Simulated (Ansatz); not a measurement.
Ideal shear of a crystal plane in NbP

These are results of DFT PBE, scalar-relativistic, plane waves, PAW (Ansatz), not measurements. Cutoff 420 eV, Γ-centred 14×14×4 k-points, Gaussian smearing of 0.15 eV. No spin polarisation. Energies are free energies at this smearing, counted from the undisturbed cell; pressure is positive in compression.

The undisturbed cell (relaxed at this level; it needn't be the usual structure):

```yaml
crystal:
  lattice:
    - [-3.34705, 0.00000, 0.00000]
    - [0.00000, -3.34705, 0.00000]
    - [0.00000, 0.00000, 11.42796]
  atoms:
    - { symbol: Nb, position: [0.00000, 0.00000, 0.58373] }
    - { symbol: Nb, position: [0.50000, 0.50000, 0.08373] }
    - { symbol: Nb, position: [0.50000, 0.00000, 0.33373] }
    - { symbol: Nb, position: [0.00000, 0.50000, 0.83373] }
    - { symbol: P, position: [0.50000, 0.50000, 0.66629] }
    - { symbol: P, position: [0.00000, 0.00000, 0.16629] }
    - { symbol: P, position: [0.00000, 0.50000, 0.41629] }
    - { symbol: P, position: [0.50000, 0.00000, 0.91629] }
```

The cut lies on the cell's a–b face, a (0 0 1) plane (indices in the standard cell, whose axes needn't be the Cartesian ones shown) of area 11.20 Å², between layers 1.91 Å apart. Vector c is tilted by f times 1·a − 1·b (length 4.733 Å) with the atoms' Cartesian places fixed: one unrelaxed fault a cell. The traction is dγ/du, the slope of γ against the slip u in Å. Some rows repeat others by symmetry and weren't run.

| f | γ (mJ/m²) | traction (GPa) |
| --- | --- | --- |
| 0.0000 | 0 | 0.0 |
| 0.0833 | 432 | 21.0 |
| 0.1667 | 1461 | 26.8 |
| 0.2500 | 2069 | -0.3 |
| 0.3333 | 1466 | -25.5 |
| 0.4167 | 484 | -20.1 |
| 0.5000 | 68 | 0.0 |
| 0.6667 | 1466 | 25.5 |
| 0.8333 | 1461 | -26.8 |

Read off the first barrier and the stress needed to climb it, and compare with Frenkel's sinusoid.

The first sampled maximum lies at f = 0.250, a slip of 1.18 Å, with γ ≈ 2069 mJ/m², which stands in for the unstable fault energy γ_us, and the steepest sampled slope before it is 26.8 GPa. A sinusoid γ = γ_us sin²(πu/λ) with its maximum there has λ = 2.37 Å and a largest slope πγ_us/λ = 27.5 GPa (1 mJ/m² per Å = 0.01 GPa). The stand-in is too high: the stress and forces give a traction of 19.6 GPa across the line at this point, so it is no saddle, and slip that bends off the line crosses lower.

Is there a metastable fault on this line?

The samples dip to a local minimum of 68 mJ/m² at f = 0.500. If it survives relaxation and slip across the line, it is a planar fault that lets a dislocation split into partials, more widely the lower its energy (an antiphase boundary, where the slip puts unlike atoms in each other's places).

The cut is rigid; relaxing the faces lowers these energies and usually the stresses.

In a metal these slopes depend on the k mesh and the smearing.

Cost: 7 runs of about 16 core-minutes in all, on Arm Neoverse V2 (shared hosts).